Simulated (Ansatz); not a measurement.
## BN (Qingsongite): the PBE gap against the wavefunction cutoff

How far can the wavefunction cutoff be lowered for the gap of BN (Qingsongite)?

Program: Ansatz 0.2.0. Level of theory: DFT, PBE, plane waves, PAW; PAW set soft_1. Results are calculated unless marked as measured.

This is a report of a sequence of runs, with most program output left out.

## Step 1: The structure

Symmetry: F-43m, No. 216, cubic system. The conventional cell has a = 3.615 Å, b = 3.615 Å, c = 3.615 Å, α = 90.00°, β = 90.00°, γ = 90.00°. Nearest to B lie 4 N at 1.57 Å. Nearest to N lie 4 B at 1.57 Å. Farther neighbours and most contacts between anions are not listed.

The cell and positions come from the Crystallography Open Database and are kept as given unless a step says otherwise.

## Step 2: Wavefunction cutoff: 190 eV

The input, input.yaml:

```yaml
crystal:
  lattice:
    - [0.0, 1.8075, 1.8075]
    - [1.8075, 0.0, 1.8075]
    - [1.8075, 1.8075, 0.0]
  atoms:
    - { symbol: B, position: [0.0, 0.0, 0.0] }
    - { symbol: "N", position: [0.25, 0.25, 0.25] }
kpoints:
  mp_grid: { grid: [10, 10, 10] }
  band_path:
    path:
      - [0.0, 0.0, 0.0]
      - [-0.5, -0.5, 0.0]
      - [-0.375, -0.375, 0.25]
      - [-0.375, 0.0, 0.375]
      - [0.0, 0.0, 0.5]
      - [-0.5, -0.25, 0.25]
    npoints: 1
hamiltonian:
  xc: pbe
  pseudopotentials: { kind: paw, azcp: { folder: soft_1 } }
scf:
  occupations: { method: fermi_dirac, width: 0.02 }
  n_extra_bands: 4
  max_iter: 80
output:
  eigenvalues: true
basis:
  ecutwfc: 190.0
```

Launch:

```
$ ansatz run input.yaml --threads 3 --pin off --max-ram 92160MiB --backend cuda --events-out ev --progress --plain --runs-dir out --devices 1 --max-vram 13GiB
```

Run time: 7.5 s. Hardware: 1 × NVIDIA H100 80GB HBM3 (shared by 6 runs) with 3 threads of AMD EPYC 7R13 (Zen 3), shared host; peak memory 0.84 GiB; 3.5 s of CPU time.

Numbers from this step:

* gap: 3.833 eV
* valence top at: Γ
* conduction bottom at: X
* least direct gap: 8.601 eV

The gap is indirect, with the least direct gap 4.77 eV higher.

## Step 3: Wavefunction cutoff: 290 eV

input.yaml, as its differences from that of step 2:

```diff
@@ -23,3 +23,3 @@
 scf:
-  occupations: { method: fermi_dirac, width: 0.02 }
+  occupations: { method: fixed }
   n_extra_bands: 4
@@ -28,3 +28,7 @@
   eigenvalues: true
+  write_density: true
+  write_potential: true
+  elf: true
+  volumetric_format: npy
 basis:
-  ecutwfc: 190.0
+  ecutwfc: 290.0
```

It took 4.7 s on 1 × NVIDIA H100 80GB HBM3 (shared by 6 runs) with 3 threads; peak memory 0.84 GiB; 3.5 s of CPU time.

Numbers from this step:

- gap: 4.450 eV
- valence top at: Γ
- conduction bottom at: X
- least direct gap: 8.830 eV

The gap is 4.450 eV, +0.617 eV from the run before at this level.

## Step 4: Wavefunction cutoff: 420 eV (the default)

input.yaml, the sections that differ from step 3:

```yaml
kpoints:
  mp_grid: { grid: [10, 10, 10] }
  band_path:
    path:
      - [[0.0, 0.0, 0.0], [-0.5, -0.5, 0.0], [-0.375, -0.375, 0.25]]
      - [[-0.375, 0.0, 0.375], [0.0, 0.0, 0.0], [0.0, 0.0, 0.5], [-0.5, -0.25, 0.25], [-0.5, -0.5, 0.0]]
    npoints: 10
scf:
  occupations: { method: fermi_dirac, width: 0.02 }
  n_extra_bands: 4
# crystal, hamiltonian, output: as in step 3
# basis: removed
```

Wall time 5.7 s (1 × NVIDIA H100 80GB HBM3 (shared by 6 runs) with 3 threads); peak memory 0.86 GiB.

Numbers from this step:

| Quantity | Value |
| --- | --- |
| gap | 4.467 eV |
| valence top at | Γ |
| conduction bottom at | X |
| least direct gap | 8.825 eV |

The gap is 4.467 eV, +0.016 eV from the run before at this level.

## Step 5: Wavefunction cutoff: 630 eV

input.yaml, the sections that differ from step 4:

```yaml
kpoints:
  mp_grid: { grid: [10, 10, 10] }
  band_path:
    path:
      - [0.0, 0.0, 0.0]
      - [-0.5, -0.5, 0.0]
      - [-0.375, -0.375, 0.25]
      - [-0.375, 0.0, 0.375]
      - [0.0, 0.0, 0.5]
      - [-0.5, -0.25, 0.25]
    npoints: 1
scf:
  occupations: { method: fixed }
  n_extra_bands: 4
  max_iter: 80
basis:
  ecutwfc: 630.0
# crystal, hamiltonian, output: as in step 4
```

It took 7.6 s on 1 × NVIDIA H100 80GB HBM3 (shared by 6 runs) with 3 threads; peak memory 0.85 GiB.

This step gave:

```yaml
gap: 4.466 eV
valence_top_at: Γ
conduction_bottom_at: X
least_direct_gap: 8.825 eV
```

The gap is 4.466 eV, −0.001 eV from the run before at this level.

## Step 6: The series

Differences are against the last row; a negative gap means that bands overlap, and a run with a band path holds that path's time. Times are wall times on 1 × NVIDIA H100 80GB HBM3 (shared by 6 runs) with 3 threads of AMD EPYC 7R13 (Zen 3), shared host, good to a factor of about two.

```csv
wavefunction cutoff,gap (eV),direct gap (eV),gap error (eV),energy error (meV/atom),irreducible k,time
190 eV,3.833,8.601,−0.633,+2360.7,47,7.5 s
290 eV,4.450,8.830,−0.015,+139.4,47,4.7 s
420 eV,4.467,8.825,+0.001,+2.1,47,5.7 s
630 eV,4.466,8.825,+0.000,+0.0,47,7.6 s
```

## Step 7: What came out

| Item | Value |
| --- | --- |
| 190 eV | 3.833 eV |
| 290 eV | 4.450 eV |
| 420 eV | 4.467 eV |
| 630 eV | 4.466 eV |

**Reading.** The gap holds to 0.02 eV from 290 eV on. At 190 eV the gap is off by −0.633 eV and the energy by +2361 meV/atom.

[Paths, hosts, dates, memory and timing lines, banners, echoed tables and standing remarks are left out of the program output.]

[Logs are printed without paths, hosts, clocks, repeated set-up lines and the standing remarks that a program may print on its own settings, such as how far it seeks lower states.]

[Runs of the session that timed out or met a known fault of the program may be left out.]

[Cells called generated may have been cut or substituted from an entry of the Crystallography Open Database or the Materials Project.]

[Hosts, paths, dates, database ids (printed as entryN), source tags and the programs' standing remarks are cut or masked in the printed files.]
